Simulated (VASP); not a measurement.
GaN:

```
Ga N
1.0
     3.18067    0.00000    0.00000
    -1.59033    2.75454    0.00000
     0.00000    0.00000    5.18150
Ga N
2 2
Direct
  0.66667 0.33333 0.49916
  0.33333 0.66667 0.99916
  0.66667 0.33333 0.87584
  0.33333 0.66667 0.37584
```

The cell is a database's computed one.

Base run:

| Item | Value |
| --- | --- |
| Program | VASP 6.6.1 |
| Functional | PBEsol |
| Potentials or basis | VASP PAW PBE potentials, release 64 (Ga_h, N_h) |
| Cutoff | 900 eV |
| k mesh | 12 × 12 × 6 |
| Occupations | gaussian, width 0.02 eV |
| Spin | no spin polarisation |

Its results: band gap on the k mesh 1.89 eV, direct; pressure 0.5 GPa; largest force 0.004 eV/Å.

Task: The run is repeated on the same cell with these changes: functional from PBEsol to r2SCAN; potentials or basis from VASP PAW PBE potentials, release 64 (Ga_h, N_h) to VASP PAW PBE potentials, release 64 (Ga_d, N); cutoff from 900 eV to 520 eV. What comes out?

Result: Band gap on the k mesh 2.36 eV, direct; pressure 1.4 GPa; largest force 0.003 eV/Å.

Caveats: the PAW data sets were made with another functional, which shifts forces and pressure a little; the cutoff is under 1.25 times the usual one of these potentials, so pressure, stress and relaxed cells hold a basis-set (Pulay) error (some runs).

A k mesh can miss the band edges.

Not every run made on this cell is shown here.
